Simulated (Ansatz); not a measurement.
# AgCl: the cost of one run

Method: DFT PBEsol, scalar-relativistic, in Ansatz 0.2.0.

### 1 The structure to begin with

It takes space group Cmcm (No. 63, orthorhombic). The conventional cell has a = 3.742 Å, b = 11.113 Å, c = 3.924 Å, α = 90.00°, β = 90.00°, γ = 90.00°. Ag (site symmetry m2m) has 5 Cl at 2.73 to 2.91 Å and 2 Ag at 3.02 Å as nearest neighbours. Around Cl (site symmetry m2m) lie 5 Ag at 2.73 to 2.91 Å.

Structure file:

```cif
data_structure
_symmetry_space_group_name_H-M 'Cmcm'
_symmetry_Int_Tables_number 63
_cell_length_a 3.7418
_cell_length_b 11.1132
_cell_length_c 3.9240
_cell_angle_alpha 90.000
_cell_angle_beta 90.000
_cell_angle_gamma 90.000
_cell_volume 163.18
loop_
_atom_site_label
_atom_site_type_symbol
_atom_site_symmetry_multiplicity
_atom_site_Wyckoff_symbol
_atom_site_fract_x
_atom_site_fract_y
_atom_site_fract_z
_atom_site_occupancy
Ag1 Ag 4 c 0.00000 0.60344 0.75000 1
Cl1 Cl 4 c 0.50000 0.63455 0.25000 1
```

The file gives the conventional cell by its symmetry; the runs use the cell typed in the input.

Atoms are numbered in the order of the input: Ag1, Ag2, Cl3, Cl4.

### 2 Volume × 0.94, LAPW

input.yaml

```yaml
crystal:
  lattice:
    - [1.8327171557, -5.4431635047, 0.0]
    - [1.8327171557, 5.4431635047, 0.0]
    - [0.0, 0.0, 3.8439324781]
  atoms:
    - { symbol: Ag, position: [0.3965554, 0.6034446, 0.75] }
    - { symbol: Ag, position: [0.6034446, 0.3965554, 0.25] }
    - { symbol: Cl, position: [0.86544873, 0.13455127, 0.25] }
    - { symbol: Cl, position: [0.13455127, 0.86544873, 0.75] }
kpoints:
  mp_grid: { grid: [9, 9, 8] }
  band_path:
    path:
      - [0.0, 0.0, 0.0]
      - [-0.5, 0.5, 0.0]
      - [-0.2783418463, 0.7216581537, 0.0]
      - [0.2783418463, 0.2783418463, 0.0]
      - [0.0, 0.0, 0.0]
      - [0.0, 0.0, 0.5]
      - [0.2783418463, 0.2783418463, 0.5]
      - [-0.2783418463, 0.7216581537, 0.5]
      - [-0.5, 0.5, 0.5]
    npoints: 5
scf:
  occupations: { method: fermi_dirac, width: 0.03 }
hamiltonian:
  xc: pbesol
  pseudopotentials: { kind: all_electron, lapw: { basis_error: 0.001 } }
output:
  forces: true
  stress: true
  eigenvalues: true
```

The run is started by

```sh
$ ansatz run input.yaml --threads 1 --pin off --max-ram 6144MiB --backend cpu --events-out ev --progress --plain --runs-dir out
```

Q: Estimate wall time and peak memory on 1 thread of Arm Neoverse V1, shared host.

About 1.8 min, with a peak of 0.82 GiB.
